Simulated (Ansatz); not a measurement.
# InAs under changes of volume

One of the cells (27.489 Å³/atom); the others are scaled copies at fixed shape and fractional positions:

```
CELL_PARAMETERS angstrom
0.00000 3.01800 3.01800
3.01800 0.00000 3.01800
3.01800 3.01800 0.00000
ATOMIC_POSITIONS crystal
In 0.00000 0.00000 0.00000
As 0.75000 0.75000 0.75000
```

* Program: Ansatz 0.2.0
* Functional: LDA
* Potentials or basis: all-electron LAPW, scalar-relativistic
* Cutoff: 283 eV (chosen from the basis error)
* Basis error allowed: 0.001 eV/atom
* k mesh: 8 × 8 × 8
* Occupations: fermi-dirac, width 0.05 eV
* Spin: no spin polarisation

| volume (Å³/atom) | energy over the lowest point (meV/atom) | pressure (GPa) |
| --- | --- | --- |
| 25.840 | 17.68 | 3.9 |
| 26.389 | 6.87 | 2.4 |
| 26.939 | 1.18 | 1.0 |
| 27.489 | 0.00 | -0.3 |
| 28.039 | ? | ? |
| 28.588 | 9.37 | -2.4 |
| 29.138 | 19.06 | -3.3 |

**Question.** What does the run at 28.039 Å³/atom give?

**Answer.** Energy over the lowest point 2.89 meV/atom; pressure -1.4 GPa.

Worked out: A Birch-Murnaghan fit of order 3 (a polynomial in V^(-2/3)) to the other rows has its minimum at 27.36 Å³/atom with B0 = V·E''(V) = 60 GPa and B' = 4.8. It gives 2.89 meV/atom at 28.039 Å³/atom, against the run's 2.89, and -dE/dV = -1.4 GPa, against -1.4.

Energies are extrapolated to zero smearing.
